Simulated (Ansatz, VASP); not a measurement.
One calculation of WS2, two programs

```
CELL_PARAMETERS angstrom
3.18321 0.00000 0.00000
-1.59160 2.75674 0.00000
0.00000 0.00000 23.66876
ATOMIC_POSITIONS crystal
W 0.33333 0.66667 0.63732
W 0.66667 0.33333 0.36268
S 0.33333 0.66667 0.29682
S 0.66667 0.33333 0.57144
S 0.33333 0.66667 0.42856
S 0.66667 0.33333 0.70318
```

Alike in both runs: task single point; functional PBE; dispersion D3(BJ); k mesh 6 × 6 × 1; occupations gaussian, width 0.1 eV; no spin polarisation.

|  | VASP | Ansatz |
| --- | --- | --- |
| version | VASP 6.6.1 | Ansatz 0.2.0 |
| potentials or method | VASP PAW PBE potentials, release 64 (W_sv, S) | scalar-relativistic, plane waves, PAW |
| plane-wave cutoff (eV) | 520 | 420 |
| valence electrons in the cell | 52 | 52 |

|  | VASP | Ansatz | Ansatz less VASP |
| --- | --- | --- | --- |
| gap on the k mesh at the Fermi level (eV) | 1.48 | 1.47 | -0.016 |
| least direct gap on the mesh (eV) | 1.77 | 1.77 | -0.003 |
| rms of the force components (eV/Å) | 0.100 | 0.099 | -0.0012 |

Atom by atom the forces differ by 0.001 eV/Å (rms over components). With one functional, cell and mesh, what is left measures potentials, basis and numerics.

Caveats: spin-orbit coupling is left out, which moves the levels of the heavy elements.
